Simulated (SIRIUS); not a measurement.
Crystal: Bi.

```xyz
1
Lattice="-1.9814 1.9814 1.9814 1.9814 -1.9814 1.9814 1.9814 1.9814 -1.9814" Properties=species:S:1:pos:R:3 pbc="T T T"
Bi    0.0000    0.0000    0.0000
```

This isn't the form of Bi at room conditions, which is rhombohedral.

- Program: SIRIUS 7.12.0
- Task: single point
- Functional: PBE
- Potentials or basis: all-electron FP-LAPW
- Cutoff: 157 eV
- Basis: apw+lo standard
- k mesh: 9 × 9 × 9
- Occupations: fermi-dirac, width 0.05 eV
- Spin: no spin polarisation

On this cell: band gap on the k mesh none (metal or under the smearing width).

The same run follows on a disturbed copy (cell strained at random):

```xyz
1
Lattice="-2.0511 1.9323 1.9637 2.0091 -1.9541 1.9436 2.0700 1.9730 -1.9856" Properties=species:S:1:pos:R:3 pbc="T T T"
Bi   -0.0472   -0.0316   -0.0216
```

What does the disturbed cell give?

The energy (extrapolated to zero smearing) moves by +6.4 meV/atom; band gap on the k mesh none (metal or under the smearing width).

Caveats: spin-orbit coupling is left out, which moves the levels of the heavy elements.
